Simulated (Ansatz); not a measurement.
Relaxing Si16HC16

These are results of DFT PBE, scalar-relativistic, plane waves, PAW (Ansatz), not measurements. Settings: 420 eV cutoff, 2×2×2 k-mesh, shifted by half a step, Gaussian smearing of 0.02 eV, no spin polarisation.

What was changed: H interstitial, charge +1, atoms relaxed.

In a supercell of 33 atoms the defect feels its periodic images.

Spin polarisation was left out.

Command:

```bash
ansatz run input.yaml --threads 4 --pin off --max-ram 8192MiB --backend cpu --events-out ev --progress --plain --runs-dir out
```

Input:

```yaml
crystal:
  lattice:
    - [-4.3797259407, -4.3797259407, 4.3797259407]
    - [4.3797259407, -4.3797259407, -4.3797259407]
    - [4.3797259407, 4.3797259407, 4.3797259407]
  atoms:
    - { symbol: Si, position: [0.25, 0.75, 0.25] }
    - { symbol: Si, position: [0.0, 0.75, 0.5] }
    - { symbol: Si, position: [0.5, 0.5, 0.25] }
    - { symbol: Si, position: [0.25, 0.5, 0.5] }
    - { symbol: Si, position: [0.0, 0.5, 0.75] }
    - { symbol: Si, position: [0.75, 0.75, 0.75] }
    - { symbol: Si, position: [0.5, 0.75, 0.0] }
    - { symbol: Si, position: [0.0, 0.0, 0.25] }
    - { symbol: Si, position: [0.75, 0.25, 0.25] }
    - { symbol: Si, position: [0.5, 0.25, 0.5] }
    - { symbol: Si, position: [0.25, 0.25, 0.75] }
    - { symbol: Si, position: [0.0, 0.25, 0.0] }
    - { symbol: Si, position: [0.75, 0.5, 0.0] }
    - { symbol: Si, position: [0.75, 0.0, 0.5] }
    - { symbol: Si, position: [0.5, 0.0, 0.75] }
    - { symbol: Si, position: [0.25, 0.0, 0.0] }
    - { symbol: C, position: [0.25, 0.5, 0.25] }
    - { symbol: C, position: [0.0, 0.5, 0.5] }
    - { symbol: C, position: [0.5, 0.25, 0.25] }
    - { symbol: C, position: [0.25, 0.25, 0.5] }
    - { symbol: C, position: [0.0, 0.25, 0.75] }
    - { symbol: C, position: [0.75, 0.5, 0.75] }
    - { symbol: C, position: [0.5, 0.5, 0.0] }
    - { symbol: C, position: [1.0, 0.75, 0.25] }
    - { symbol: C, position: [0.75, 0.0, 0.25] }
    - { symbol: C, position: [0.5, 0.0, 0.5] }
    - { symbol: C, position: [0.25, 0.0, 0.75] }
    - { symbol: C, position: [0.0, 0.0, 0.0] }
    - { symbol: C, position: [0.75, 0.25, 0.0] }
    - { symbol: C, position: [0.75, 0.75, 0.5] }
    - { symbol: C, position: [0.5, 0.75, 0.75] }
    - { symbol: C, position: [0.25, 0.75, 0.0] }
    - { symbol: H, position: [0.0161628656, 0.0129275046, 0.7567699448] }
total_charge: 1
basis:
  ecutwfc: 420
  xc_grid: 2
kpoints:
  mp_grid: { grid: [2, 2, 2], shift: [0.5, 0.5, 0.5] }
hamiltonian:
  xc: pbe
scf:
  occupations: { method: gaussian, width: 0.02 }
output:
  forces: true
  stress: false
  eigenvalues: true
  write_density: true
  write_potential: true
  elf: true
  volumetric_format: npy
relax:
  adjacent_minimum: "off"
  f_tol: 0.02
  max_steps: 60
```

F is the free energy.

Steps:

```tsv
step	F − F(1) (eV)	largest force component (eV/Å)
1	0.0000	1.386
2	-0.2531	0.684
3	-0.4983	1.101
4	-0.8760	1.227
5	-1.2485	0.576
6	-1.3399	0.371
7	-1.3669	0.219
8	-1.3697	0.046
9	-1.3698	0.005
```

Relaxed structure:

```
CELL_PARAMETERS angstrom
-4.37973 -4.37973 4.37973
4.37973 -4.37973 -4.37973
4.37973 4.37973 4.37973
ATOMIC_POSITIONS crystal
Si 0.24753 0.74841 0.25077
Si 0.98833 0.73516 0.48724
Si 0.49615 0.49900 0.24984
Si 0.24740 0.50049 0.49880
Si 0.99649 0.50016 0.75013
Si 0.74657 0.74964 0.75013
Si 0.49878 0.75178 0.00152
Si 0.99645 0.99929 0.25044
Si 0.74702 0.24787 0.24962
Si 0.49924 0.25111 0.50115
Si 0.25456 0.26839 0.75001
Si 0.99754 0.25032 0.00112
Si 0.74825 0.50012 0.99916
Si 0.74656 0.99933 0.49923
Si 0.50089 0.00161 0.75029
Si 0.25136 0.99793 0.01328
C 0.24698 0.49923 0.24979
C 0.99690 0.49642 0.49904
C 0.49909 0.25042 0.25147
C 0.24857 0.25064 0.49809
C 0.99875 0.25021 0.75014
C 0.74723 0.50040 0.75015
C 0.50054 0.50255 0.00209
C 0.99773 0.74910 0.24881
C 0.74734 0.99959 0.25053
C 0.49603 0.00009 0.50093
C 0.23882 0.99643 0.75002
C 0.99803 0.99953 0.00080
C 0.74539 0.24940 0.99949
C 0.74730 0.74887 0.49948
C 0.49516 0.75153 0.75018
C 0.24802 0.74743 0.00130
H 0.10117 0.02045 0.75175
```

The run converged. Time: 55 s on 4 threads of Arm Neoverse V1, on a shared host, peak memory 0.92 GiB.